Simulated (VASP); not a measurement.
Wanted: the native input for a VASP 6.6.1 run.

| Property | Result |
| --- | --- |
| Task | band structure |
| Functional | PBE |
| Potentials or basis | VASP PAW PBE potentials, release 64 (Fe) |
| Cutoff | 520 eV |
| k mesh | 18 × 18 × 18 |
| Occupations | methfessel-paxton, width 0.1 eV |
| Spin | collinear spin, ferromagnetic start |
| Starting moments | [2.5] μB |
| Further INCAR settings | ALGO = Normal; EDIFF = 1e-07; AMIX = 0.2; BMIX = 0.0001 |

The structure of Fe lies in POSCAR:

```
Fe                                      
1.0
   -1.4145604691      1.4145604691      1.4145604691
    1.4145604691     -1.4145604691      1.4145604691
    1.4145604691      1.4145604691     -1.4145604691
  Fe            
     1
Direct
     0.0000000000000000    0.0000000000000000    0.0000000000000000
```

These files were run (other wordings do the same):

INCAR

```
SYSTEM = Fe
PREC = Accurate
ENCUT = 520
EDIFF = 1E-7
ISMEAR = 1
SIGMA = 0.1
LREAL = .False.
LASPH = .True.
NELM = 150
ALGO = Normal
ISIF = 2
LWAVE = .False.
LCHARG = .False.
ISPIN = 2
MAGMOM = 2.5
LORBIT = 11
LMAXMIX = 4
GGA = PE
AMIX = 0.2
BMIX = 1E-4
AMIX_MAG = 0.8
BMIX_MAG = 1E-4
```

KPOINTS

```
Automatic mesh
0
Gamma
  18 18 18
  0 0 0
```

KPOINTS_OPT

```
explicit points
91
Reciprocal
 0.0000000000  0.0000000000  0.0000000000 1
 0.0357142857 -0.0357142857  0.0357142857 1
 0.0714285714 -0.0714285714  0.0714285714 1
 0.1071428571 -0.1071428571  0.1071428571 1
 0.1428571429 -0.1428571429  0.1428571429 1
 0.1785714286 -0.1785714286  0.1785714286 1
 0.2142857143 -0.2142857143  0.2142857143 1
 0.2500000000 -0.2500000000  0.2500000000 1
 0.2857142857 -0.2857142857  0.2857142857 1
 0.3214285714 -0.3214285714  0.3214285714 1
 0.3571428571 -0.3571428571  0.3571428571 1
 0.3928571429 -0.3928571429  0.3928571429 1
 0.4285714286 -0.4285714286  0.4285714286 1
 0.4642857143 -0.4642857143  0.4642857143 1
 0.5000000000 -0.5000000000  0.5000000000 1
 0.5000000000 -0.5000000000  0.5000000000 1
 0.4642857143 -0.4642857143  0.5000000000 1
 0.4285714286 -0.4285714286  0.5000000000 1
 0.3928571429 -0.3928571429  0.5000000000 1
 0.3571428571 -0.3571428571  0.5000000000 1
 0.3214285714 -0.3214285714  0.5000000000 1
 0.2857142857 -0.2857142857  0.5000000000 1
 0.2500000000 -0.2500000000  0.5000000000 1
 0.2142857143 -0.2142857143  0.5000000000 1
 0.1785714286 -0.1785714286  0.5000000000 1
 0.1428571429 -0.1428571429  0.5000000000 1
 0.1071428571 -0.1071428571  0.5000000000 1
 0.0714285714 -0.0714285714  0.5000000000 1
 0.0357142857 -0.0357142857  0.5000000000 1
 0.0000000000  0.0000000000  0.5000000000 1
 0.0000000000  0.0000000000  0.5000000000 1
 0.0000000000  0.0000000000  0.4642857143 1
 0.0000000000  0.0000000000  0.4285714286 1
 0.0000000000  0.0000000000  0.3928571429 1
 0.0000000000  0.0000000000  0.3571428571 1
 0.0000000000  0.0000000000  0.3214285714 1
 0.0000000000  0.0000000000  0.2857142857 1
 0.0000000000  0.0000000000  0.2500000000 1
 0.0000000000  0.0000000000  0.2142857143 1
 0.0000000000  0.0000000000  0.1785714286 1
 0.0000000000  0.0000000000  0.1428571429 1
 0.0000000000  0.0000000000  0.1071428571 1
 0.0000000000  0.0000000000  0.0714285714 1
 0.0000000000  0.0000000000  0.0357142857 1
 0.0000000000  0.0000000000  0.0000000000 1
 0.0000000000  0.0000000000  0.0000000000 1
 0.0178571429  0.0178571429  0.0178571429 1
 0.0357142857  0.0357142857  0.0357142857 1
 0.0535714286  0.0535714286  0.0535714286 1
 0.0714285714  0.0714285714  0.0714285714 1
 0.0892857143  0.0892857143  0.0892857143 1
 0.1071428571  0.1071428571  0.1071428571 1
 0.1250000000  0.1250000000  0.1250000000 1
 0.1428571429  0.1428571429  0.1428571429 1
 0.1607142857  0.1607142857  0.1607142857 1
 0.1785714286  0.1785714286  0.1785714286 1
 0.1964285714  0.1964285714  0.1964285714 1
 0.2142857143  0.2142857143  0.2142857143 1
 0.2321428571  0.2321428571  0.2321428571 1
 0.2500000000  0.2500000000  0.2500000000 1
 0.2500000000  0.2500000000  0.2500000000 1
 0.2678571429  0.1964285714  0.2678571429 1
 0.2857142857  0.1428571429  0.2857142857 1
 0.3035714286  0.0892857143  0.3035714286 1
 0.3214285714  0.0357142857  0.3214285714 1
 0.3392857143 -0.0178571429  0.3392857143 1
 0.3571428571 -0.0714285714  0.3571428571 1
 0.3750000000 -0.1250000000  0.3750000000 1
 0.3928571429 -0.1785714286  0.3928571429 1
 0.4107142857 -0.2321428571  0.4107142857 1
 0.4285714286 -0.2857142857  0.4285714286 1
 0.4464285714 -0.3392857143  0.4464285714 1
 0.4642857143 -0.3928571429  0.4642857143 1
 0.4821428571 -0.4464285714  0.4821428571 1
 0.5000000000 -0.5000000000  0.5000000000 1
 0.2500000000  0.2500000000  0.2500000000 1
 0.2321428571  0.2321428571  0.2678571429 1
 0.2142857143  0.2142857143  0.2857142857 1
 0.1964285714  0.1964285714  0.3035714286 1
 0.1785714286  0.1785714286  0.3214285714 1
 0.1607142857  0.1607142857  0.3392857143 1
 0.1428571429  0.1428571429  0.3571428571 1
 0.1250000000  0.1250000000  0.3750000000 1
 0.1071428571  0.1071428571  0.3928571429 1
 0.0892857143  0.0892857143  0.4107142857 1
 0.0714285714  0.0714285714  0.4285714286 1
 0.0535714286  0.0535714286  0.4464285714 1
 0.0357142857  0.0357142857  0.4642857143 1
 0.0178571429  0.0178571429  0.4821428571 1
 0.0000000000  0.0000000000  0.5000000000 1
 0.0000000000  0.0000000000  0.0000000000 1
```

Potentials or basis: VASP PAW PBE potentials, release 64 (Fe).

The run is started by

```bash
$ cat potpaw_PBE.64/Fe/POTCAR > POTCAR
$ mpirun -np 1 vasp_std > vasp.out
```

It gave:

```json
{
  "Pressure": "0.1 GPa",
  "Band gap along the path": "none (metal or under the smearing width)",
  "Net moment": "2.17 μB per cell",
  "Site moments": "Fe +2.17 μB",
  "Valence electrons inside the program's atomic spheres": "Fe 7.28"
}
```

Wall time 20 s on 1 thread of Intel(R) Xeon(R) 6975P-C (Granite Rapids) (shared host), peak memory 0.17 GiB.
